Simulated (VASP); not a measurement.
CeO:

```
CELL_PARAMETERS angstrom
2.88810 0.00000 0.00000
0.00000 2.88810 0.00000
0.00000 0.00000 2.88810
ATOMIC_POSITIONS crystal
Ce 0.00000 0.00000 0.00000
O 0.50000 0.50000 0.50000
```

The cell comes from a database or a generator and needn't be the stable form of this composition.

Program: VASP 6.6.1. Alike in all runs: task single point; cell as given; k mesh 7 × 7 × 7; cutoff (eV) 520; smearing gaussian 0.05 eV.

Order these runs on this cell by their pressure, lowest first.
A. level LDA+U; potentials or basis VASP PAW LDA potentials, release 64 (Ce, O); spin collinear, zero start; U Ce f U = 3 eV
B. level PBEsol+U; potentials or basis VASP PAW PBE potentials, release 64 (Ce, O); spin collinear, random start; U Ce f U = 5 eV
C. level LDA+U; potentials or basis VASP PAW LDA potentials, release 64 (Ce, O); spin collinear, zero start; U Ce f U = 2 eV
D. level PBEsol+U; potentials or basis VASP PAW PBE potentials, release 64 (Ce, O); spin collinear, zero start; U Ce f U = 2 eV

C (30.4 GPa), A (32.9 GPa), D (34.9 GPa), B (45.3 GPa).

Caveats: the magnetic or orbital state may not be the lowest; a pressure of tens of GPa on the cell as given is suspect, and the run, the potentials or the cell itself is likely at fault; the PAW data sets were made with another functional, which shifts forces and pressure a little (some runs).

Not every run made on this cell is shown here.
